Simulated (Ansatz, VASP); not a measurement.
**CdSe in VASP and in Ansatz**

The input INCAR:

```
ALGO     = Fast           # electronic algorithm
EDIFF    = 1E-6           # SCF threshold, eV
ENCUT    = 520            # plane-wave cutoff, eV
GGA      = PE             # functional
ISIF     = 2              # what is computed and relaxed
ISMEAR   = 0              # smearing method
LASPH    = True           # aspherical terms in the spheres
LCHARG   = False          # write CHGCAR
LREAL    = False          # projectors in reciprocal space
LWAVE    = False          # write WAVECAR
NBANDS   = 26             # bands
NELM     = 100            # most SCF steps
PREC     = Accurate       # precision mode
SIGMA    = 0.05           # smearing width, eV
```

File KPOINTS:

```
k-points
0
Gamma
  6 6 4
```

File POSCAR:

```
CdSe
1.0
   -0.0193663217     -3.1431719225     -3.1349775664
   -0.0244112737      3.1049084404     -3.0967140843
    6.1888761903     -0.0050449519      0.0437775954
Cd Se
2 2
Direct
    0.5219986143      0.5498199624      0.5383765246
    0.0036103199     -0.0509757421     -0.0666736280
   -0.0400875175      0.4748083043      0.2128526634
    0.5144785832      0.0263474754      0.8154444400
```

Input for Ansatz:

```yaml
crystal:
  lattice:
    - [-0.0193663217, -3.1431719225, -3.1349775664]
    - [-0.0244112737, 3.1049084404, -3.0967140843]
    - [6.1888761903, -0.0050449519, 0.0437775954]
  atoms:
    - { symbol: Cd, position: [0.5219986143, 0.5498199624, 0.5383765246] }
    - { symbol: Cd, position: [0.0036103199, -0.0509757421, -0.066673628] }
    - { symbol: Se, position: [-0.0400875175, 0.4748083043, 0.2128526634] }
    - { symbol: Se, position: [0.5144785832, 0.0263474754, 0.81544444] }
basis:
  ecutwfc: 420
kpoints:
  mp_grid: { grid: [6, 6, 4] }
hamiltonian:
  xc: pbe
scf:
  occupations: { method: gaussian, width: 0.05 }
output:
  forces: true
  stress: true
  eigenvalues: true
```

Change from the starting cell: all atoms moved at random, sigma 0.25 Å a component, cell strained at random, sigma 0.01.

Alike in both runs: task single point; functional PBE; k mesh 6 × 6 × 4; occupations gaussian, width 0.05 eV; no spin polarisation.

```csv
,VASP,Ansatz
version,VASP 6.6.1,Ansatz 0.2.0
potentials or method,"VASP PAW PBE potentials, release 64 (Cd, Se)","scalar-relativistic, plane waves, PAW"
plane-wave cutoff (eV),520,420
valence electrons in the cell,36,72
```

```tsv
	VASP	Ansatz	Ansatz less VASP
gap on the k mesh at the Fermi level (eV)	0.06	0.06	0.000
least direct gap on the mesh (eV)	0.07	0.07	-0.003
pressure (GPa)	3.1	2.7	-0.34
largest component of the traceless stress (GPa)	5.93	5.73	-0.206
rms of the force components (eV/Å)	1.353	1.324	-0.0289
```

Atom by atom the forces differ by 0.031 eV/Å (rms over components). The two sets of potentials don't hold the same shells in valence.

Caveats: forces of over 1 eV/Å show positions far from the minimum, so gaps and moduli don't describe the material at rest.
